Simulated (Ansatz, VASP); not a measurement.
# Two plane-wave programs on Cd

```
Cd
1.0
    -1.78432    1.78432    1.78432
     1.78432   -1.78432    1.78432
     1.78432    1.78432   -1.78432
Cd
1
Direct
  0.00000 0.00000 0.00000
```

This isn't the form of Cd at room conditions, which is hcp.

Alike in both runs: task single point; functional PBEsol; k mesh 9 × 9 × 9; occupations fermi-dirac, width 0.1 eV; no spin polarisation.

```csv
,VASP,Ansatz
version,VASP 6.6.1,Ansatz 0.2.0
potentials or method,"VASP PAW PBE potentials, release 64 (Cd)","plane waves, PAW"
plane-wave cutoff (eV),520,420
valence electrons in the cell,12,20
```

|  | VASP | Ansatz | Ansatz less VASP |
| --- | --- | --- | --- |
| gap on the k mesh at the Fermi level (eV) | none | none | - |
| pressure (GPa) | -2.2 | -2.5 | -0.23 |

A gap of «none» marks a metal or a gap that the smearing closes. The two sets of potentials don't hold the same shells in valence. Ansatz warned: «stress_scf_threshold_loose».

Caveats: the PAW data sets were made with another functional, which shifts forces and pressure a little (VASP).
